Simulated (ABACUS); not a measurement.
InAs:

```
In As
1.0
     0.00000    3.01800    3.01800
     3.01800    0.00000    3.01800
     3.01800    3.01800    0.00000
In As
1 1
Direct
  0.00000 0.00000 0.00000
  0.75000 0.75000 0.75000
```

Base run:

```yaml
Program: ABACUS 3.10.1
Functional: MS2
Potentials_or_basis: SG15 ONCV 1.2 PBE
Cutoff: 1320 eV
Density_cutoff: 5279 eV
Basis: plane waves
k_mesh: 5 × 5 × 5
Occupations: fermi-dirac, width 0.05 eV
Spin: no spin polarisation
```

Its results: band gap on the k mesh 0.33 eV, direct; pressure 29.6 GPa.

After a change of settings the same cell gave: band gap on the k mesh none (metal or under the smearing width); pressure 3.8 GPa. Which change was it?
A. functional from MS2 to rSCAN
B. functional from MS2 to M06-L
C. functional from MS2 to SCAN

B.

Caveats: some runs use coarse meshes; the potentials were made for another functional, which shifts forces and pressure; a pressure of tens of GPa on the cell as given is suspect, and the run, the potentials or the cell itself is likely at fault (some runs); spin-orbit coupling is left out, which moves the levels of the heavy elements (some runs); an odd mesh through Γ misses points on the zone boundary, where band edges often lie (some runs); this crystal is a semiconductor, whose small gap the functional closes, so the metal is an error of the method (some runs).

Not every run made on this cell is shown here.
